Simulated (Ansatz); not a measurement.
Runs of Ansatz 0.2.0 on AlN. Symmetry: F-43m, No. 216, cubic system. Conventional cell: a = 4.368 Å, b = 4.368 Å, c = 4.368 Å, α = 90.00°, β = 90.00°, γ = 90.00°. Al (site symmetry -43m) is surrounded by 4 N at 1.89 Å. N (site symmetry -43m) has 4 Al at 1.89 Å as nearest neighbours. Measurements of this composition are mostly on another form, of space group No. 186.

```tsv
task	level	potentials or basis	cell	cutoff (eV)	smearing	basis error allowed	gap on the mesh (eV)	pressure (GPa)	V0 of scaled cells (Å³/atom)	relaxed volume (Å³/atom)	B0 (GPa)
electron localisation function	r2SCAN+D3(BJ)	all-electron PAW datasets made for the crystal	as given	420	gaussian 0.1 eV	-	3.94	-1.7	-	-	-
relaxation of cell and atoms	revPBE+D3(BJ)	all-electron LAPW, scalar-relativistic	relaxed	-	fermi-dirac 0.05 eV	0.001 eV/atom	3.35	0.0	-	10.36	-
single point	BLYP	all-electron LAPW, scalar-relativistic	as given	378	tetrahedron	0.001 eV/atom	3.68	7.9	-	-	-
equation of state	PBEsol	all-electron LAPW, scalar-relativistic	as given	-	fermi-dirac 0.05 eV	0.0005 eV/atom	-	-	(a)	-	200
equation of state	LDA	all-electron LAPW, scalar-relativistic	as given	-	fermi-dirac 0.05 eV	0.001 eV/atom	-	-	(b)	-	210
relaxation of cell and atoms	BLYP+D4	all-electron LAPW, scalar-relativistic	relaxed	-	fermi-dirac 0.05 eV	0.001 eV/atom	3.68	0.0	-	10.33	-
Born charges and dielectric tensor	LDA	all-electron PAW datasets made for the crystal	as given	400	fixed	-	3.24	-	-	-	-
relaxation of cell and atoms	RPBE+D3(BJ)	all-electron LAPW, scalar-relativistic	relaxed	-	fermi-dirac 0.05 eV	0.001 eV/atom	3.39	0.0	-	(c)	-
```

Alike in all rows: no spin polarisation; k mesh 10 × 10 × 10.

Q: Estimate the missing entries.

A: (a) 10.48; (b) 10.24; (c) 9.78.

Caveats: the program warned that the printed levels may be off, so bands, gaps and densities of states are rough (some runs).

A k mesh can miss the band edges.

Not every run made on this cell is shown here.
